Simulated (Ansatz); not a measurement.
Take a crystal in which N has been replaced by Bi on all its sites, with the cell rescaled by a rough guess (in some cases also distorted within its space group) and nothing relaxed:

```
Bi
1.0
     5.94368    0.00000    0.00000
    -2.97184    5.14738    0.00000
     0.00000    0.00000    9.64681
Bi
2
Direct
  0.33333 0.66667 0.25000
  0.66667 0.33333 0.75000
```

Theory: Ansatz, DFT PBE, scalar-relativistic, plane waves, PAW.

Cutoff 420 eV; k points 9×9×6 on the computed 2-atom cell (Γ-centred); Gaussian smearing, width 0.10 eV; no spin polarisation.

Problem. What pressure does the cell carry?

Solution. The pressure is -1.3 GPa (positive in compression), so the cell would contract.

Problem. Is it a metal on this mesh?

Solution. Yes, a band crosses the Fermi level.

Spin-orbit coupling is left out, which matters for the bands of heavy elements.

This form isn't the element's structure at ambient conditions.